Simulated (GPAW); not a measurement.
# I (Cmce) in GPAW: further runs, part 3 of 3

GPAW 26.7.0. The steps go on from the part before.

### Step 6. Dielectric tensor, PBE

This run uses another cell than the first one, of 43.91 Å³/atom, 1.062 times its volume.

run.py

```python
import numpy as np
from ase import Atoms
from ase.dft.bandgap import bandgap
from ase.io import write
from gpaw import GPAW, PW
from gpaw.response.df import DielectricFunction

atoms = Atoms(['I', 'I', 'I', 'I'],
              cell=[[3.635035, -2.39502, 0.0],
                    [3.635035, 2.39502, 0.0],
                    [0.0, 0.0, 10.0872432]],
              scaled_positions=[[0.6493, 0.3507, 0.3844],
                                [0.1493, 0.8507, 0.1156],
                                [0.3507, 0.6493, 0.6156],
                                [0.8507, 0.1493, 0.8844]],
              pbc=True)

calc = GPAW(mode=PW(400),
            xc='PBE',
            kpts={'size': (6, 6, 3), 'gamma': True},
            occupations={'name': 'fermi-dirac', 'width': 0.001},
            nbands=26,
            convergence={'density': 1e-06},
            maxiter=150,
            txt='gpaw.txt')
atoms.calc = calc
energy = atoms.get_potential_energy()
calc.write('gs.gpw')
write('result.traj', atoms)
print(f'Energy: {energy:.6f} eV')
print('Fermi level:', round(calc.get_fermi_level(), 4), 'eV')
print(f'Gap: {bandgap(calc)[0]:.4f} eV, direct: {bandgap(calc, direct=True)[0]:.4f} eV')

for size in [(8, 8, 4)]:
    name = 'x'.join(str(n) for n in size)
    dense = calc.fixed_density(kpts={'size': size, 'gamma': True},
                               nbands=60, convergence={'bands': 54, 'eigenstates': 1e-7},
                               update_fermi_level=True, txt=f'dense-{name}.txt')
    dense.write(f'{name}.gpw', mode='all')
    df = DielectricFunction(f'{name}.gpw', frequencies=np.array([0.0]), hilbert=False, eta=0.001,
                            ecut=80, nbands=54, intraband=False, txt=f'df-{name}.txt')
    for xc in ['RPA']:
        for direction in ['x', 'y', 'z', [0, 1, 1], [1, 0, 1], [1, 1, 0]]:
            e0, e = df.get_macroscopic_dielectric_constant(xc=xc, direction=direction)
            print(f'{name} {xc} {direction}: {e0:.4f} without, {e:.4f} with local fields')
```

Potentials or basis: GPAW PAW data sets (gpaw-data 1.2.1), pw.

On the command line:

```bash
> OMP_NUM_THREADS=1 python run.py
```

gpaw.txt:

```text
__  _  _
 | _ |_)|_||  |
 |__||  | ||/\| - 26.7.0

Input parameters:
  mode=PW(ecut=400.0),
  convergence={'density': 1e-06},
  kpts=MonkhorstPack(size=(6, 6, 3), gamma=True),
  maxiter=150,
  nbands=26,
  occupations=Occupations(name='fermi-dirac', width=0.001),
  xc=XC(name='PBE')

Diagonalizing LCAO Hamiltonian
Converting LCAO to pw mode

       I

         I

        I

          I

Atoms  # Å, Bohr magnetons
|   | symbol |        x |         y |        z |    initial magnetic moments |
|---|--------|----------|-----------|----------|-----------------------------|
| 0 |      I | 3.635035 | -0.715153 | 3.877536 | ( 0.0000,  0.0000,  0.0000) |
| 1 |      I | 3.635035 |  1.679867 | 1.166085 | ( 0.0000,  0.0000,  0.0000) |
| 2 |      I | 3.635035 |  0.715153 | 6.209707 | ( 0.0000,  0.0000,  0.0000) |
| 3 |      I | 3.635035 | -1.679867 | 8.921158 | ( 0.0000,  0.0000,  0.0000) |

Unit cell  # Å
| periodic |        x |         y |         z |   lengths |    angles |
|----------|----------|-----------|-----------|-----------|-----------|
|      yes | 3.635035 | -2.395020 |  0.000000 |  4.353114 | 90.000000 |
|      yes | 3.635035 |  2.395020 |  0.000000 |  4.353114 | 90.000000 |
|      yes | 0.000000 |  0.000000 | 10.087243 | 10.087243 | 66.759476 |

Number of symmetries: 4
Symmetry operations  # r_c * U_cc + t_c -> r_c
|   | kind |            matrix            |
[... 91 lines left out ...]
  Trust region scale: 1.0
  Backstep threshold: 4.0
  History deletion threshold: 6.0
  Fourier metric: weight=20.0, sigma=0.015

occupation numbers:
  Fermi-Dirac:
    width: 0.0010  # eV

poisson solver:
  ecut: 3200.0  # eV

xc functional:
  name: PBE with 2 nearest neighbor stencil

convergence criteria:
- Maximum integral of absolute [dens]ity change: 1e-06 electrons / valence electron
- Maximum [total energy] change in last 3 cyles: 0.0005 eV / valence electron
- Maximum integral of absolute [eigenst]ate change: 4e-08 eV^2 / valence electron
maximum number of iterations: 150

SCF iterations
|iter     | |      energy | eigst |  dens |
|---------|-|-------------|-------|-------|
|iter:   1| |   -6.064042 | -0.88 |       |
|iter:   2| |   -6.028706 | -2.86 | -1.14 |
|iter:   3| |   -5.776585 | -2.39 | -1.17 |
|iter:   4| |   -5.766446 | -3.51 | -1.73 |
|iter:   5| |   -5.766466c| -4.79 | -2.42 |
|iter:   6| |   -5.766514c| -5.97 | -3.07 |
|iter:   7| |   -5.766494c| -6.61 | -3.38 |
|iter:   8| |   -5.766493c| -7.62c| -3.83 |
|iter:   9| |   -5.766493c| -7.83c| -4.43 |
|iter:  10| |   -5.766493c| -8.20c| -4.84 |
|iter:  11| |   -5.766493c| -9.25c| -5.70 |
|iter:  12| |   -5.766493c| -9.79c| -6.31c|

Converged in 12 steps
Energy contributions relative to reference atoms: (reference = -774163.182665)

Energy contributions:
  Kinetic:           7.839679
  Coulomb:          -6.878305
  Zero:             -0.020919
  External:          0.000000
  Xc:               -6.706949
  Entropy:          -0.000000
  Spinorbit:         0.000000
  ----------------------------
  Free energy:      -5.766493
  Extrapolated:     -5.766493

dipole moment: (0.000127, 0.000000, 0.000176)  # |e|*Ang

Fermi level: 2.871
Eigenvalues  # (at kpt = [0.000, 0.000, 0.000])
| band index |      eig [eV] | occ [0-2] |
|------------|---------------|-----------|
|          0 |       -11.212 |     2.000 |
|        ... |               |           |
|          6 |         0.516 |     2.000 |
|          7 |         0.538 |     2.000 |
|          8 |         1.024 |     2.000 |
|          9 |         1.081 |     2.000 |
|         10 |         1.129 |     2.000 |
|         11 |         1.603 |     2.000 |
[... 8 lines left out ...]
|         20 |         9.476 |     0.000 |
|         21 |         9.806 |     0.000 |
|        ... |               |           |
|         25 |        10.986 |     0.000 |

Gap: 1.049 eV
Transition (v -> c):
  (s=0, k=0, n=13, [0.00, 0.00, 0.00]) -> (s=0, k=32, n=14, [0.50, 0.50, 0.00])
Direct/indirect transitions are different
Direct gap: 1.122 eV
Transition at: (s=0, k=0, n=13, [0.00, 0.00, 0.00])
# Writing to gs.gpw (mode='')
```

df-8x8x4.txt:

```text
FrequencyGridDescriptor(from 0.000 to 0.000 eV, 1 points)
FrequencyGridDescriptor(from 0.000 to 0.000 eV, 1 points)

Calculating chi0 body with:
    Ground state adapter containing:
    Number of spins: 1
    Number of kpoints: 256
    Number of irreducible kpoints: 78
    Number of completely occupied states: 14
    Number of partially occupied states: 14

    Linear response parametrization:
    q_c: [0.0, 0.0, 0.0]
    Number of frequency points: 1
    Planewave cutoff: 80.0
    Number of bands: 54
    Number of planewaves: 285
    Broadening (eta): 0.001

Integrating chi0 body.

Symmetries of q_c:
    Direct symmetries (Uq -> q): 4
    Indirect symmetries (TUq -> q): 0
In total 4 allowed symmetries.

Integral kind: response function

Calculating chi0 optical extensions with:
    Ground state adapter containing:
    Number of spins: 1
    Number of kpoints: 256
    Number of irreducible kpoints: 78
    Number of completely occupied states: 14
    Number of partially occupied states: 14

    Linear response parametrization:
    Number of frequency points: 1
    Planewave cutoff: 80.0
    Number of bands: 54
    Number of planewaves: 285
    Broadening (eta): 0.001
Integrating chi0 head and wings.

Symmetries of q_c:
    Direct symmetries (Uq -> q): 4
    Indirect symmetries (TUq -> q): 0
In total 4 allowed symmetries.

Integral kind: response function wings

Finished calculating chi0
```

Wall time 4.8 min (1 thread of AMD EPYC 7R43 (Zen 3), shared host); peak memory 0.62 GiB.

Results:

```
Free energy                             : -5.7665 eV
Band gap on the k mesh                  : 1.05 eV, indirect (least direct gap 1.12 eV)
Electronic dielectric tensor (diagonal) : 3.03, 7.08, 14.09
```

Electronic dielectric tensor:
```
 3.03  0.00  0.00
 0.00  7.08  0.00
 0.00  0.00 14.09
```

Caveat: the long-wavelength limit can be off by a per cent or two; spin-orbit coupling is left out, which moves the levels of the heavy elements.

### Step 7. For comparison

An earlier run on the cell as given: functional PBEsol; potentials or basis PAW data sets generated in the run's folder for this functional; cutoff 600 eV; basis pw; k mesh 7 × 7 × 3; occupations fermi-dirac, width 0.05 eV; no spin polarisation.

- Pressure: 0.3 GPa
- Largest force: 0.912 eV/Å
- Band gap on the k mesh: 1.26 eV, indirect (least direct gap 1.34 eV)

### Step 8. The runs side by side

| task | level | potentials or basis | cell | k mesh | cutoff (eV) | smearing | response ecut | response k mesh | response bands | kernels | coarser k mesh | gap on the mesh (eV) |
| --- | --- | --- | --- | --- | --- | --- | --- | --- | --- | --- | --- | --- |
| dielectric tensor | PBE | GPAW PAW data sets (gpaw-data 1.2.1), pw | Cmce, 41.35 Å³/atom | 6 × 6 × 3 | 400 | fermi-dirac 0.001 eV | 80 eV | 8 × 8 × 4 | 54 | ["RPA"] | 8 × 8 × 4 | 1.52 |
| dielectric tensor | PBE | GPAW PAW data sets (gpaw-data 1.2.1), pw | Cmce, 41.99 Å³/atom | 6 × 6 × 3 | 400 | fermi-dirac 0.001 eV | 80 eV | 8 × 8 × 4 | 54 | ["RPA"] | 8 × 8 × 4 | 1.42 |
| dielectric tensor | PBE | GPAW PAW data sets (gpaw-data 1.2.1), pw | Cmce, 42.63 Å³/atom | 6 × 6 × 3 | 400 | fermi-dirac 0.001 eV | 80 eV | 8 × 8 × 4 | 54 | ["RPA"] | 8 × 8 × 4 | 1.30 |
| dielectric tensor | PBE | GPAW PAW data sets (gpaw-data 1.2.1), pw | Cmce, 43.27 Å³/atom | 6 × 6 × 3 | 400 | fermi-dirac 0.001 eV | 80 eV | 8 × 8 × 4 | 54 | ["RPA"] | 8 × 8 × 4 | 1.17 |
| dielectric tensor | PBE | GPAW PAW data sets (gpaw-data 1.2.1), pw | Cmce, 43.91 Å³/atom | 6 × 6 × 3 | 400 | fermi-dirac 0.001 eV | 80 eV | 8 × 8 × 4 | 54 | ["RPA"] | 8 × 8 × 4 | 1.05 |
| single point | PBEsol | PAW data sets generated in the run's folder for this functional, pw | Cmce, 42.63 Å³/atom | 7 × 7 × 3 | 600 | fermi-dirac 0.05 eV | - | - | - | - | - | 1.26 |

Alike in all rows: no spin polarisation.

Caveats: spin-orbit coupling is left out, which moves the levels of the heavy elements; the long-wavelength limit can be off by a per cent or two (some runs); an odd mesh through Γ misses points on the zone boundary, where band edges often lie (some runs).

Total energies depend on the potentials used, so only differences within one code and one set of settings carry meaning.
